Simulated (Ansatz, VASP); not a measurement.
**Two plane-wave programs on Li**

```xyz
2
Lattice="1.5020 0.8672 5.2327 -1.5020 0.8672 5.2327 0.0000 -1.7344 5.2327" Properties=species:S:1:pos:R:3 pbc="T T T"
Li    0.0000    0.0000    1.3699
Li    0.0000    0.0000   14.3283
```

Alike in both runs: functional PBE; k mesh 6 × 6 × 6; occupations gaussian, width 0.1 eV; no spin polarisation.

Ansatz relaxed the structure, and its values are those at the end. VASP's run is a single point on that final structure, the one shown.

|  | VASP | Ansatz |
| --- | --- | --- |
| version | VASP 6.6.1 | Ansatz 0.2.0 |
| potentials or method | VASP PAW PBE potentials, release 64 (Li_sv) | scalar-relativistic, plane waves, PAW |
| plane-wave cutoff (eV) | 520 | 420 |
| valence electrons in the cell | 6 | 6 |

|  | VASP | Ansatz | Ansatz less VASP |
| --- | --- | --- | --- |
| gap on the k mesh at the Fermi level (eV) | none | none | - |
| rms of the force components (eV/Å) | 0.006 | 0.005 | -0.0007 |

A gap of «none» marks a metal or a gap that the smearing closes. With one functional, cell and mesh, what is left measures potentials, basis and numerics.

Caveats: the k mesh is coarse (spacing up to 0.41 Å⁻¹), so the values aren't converged.
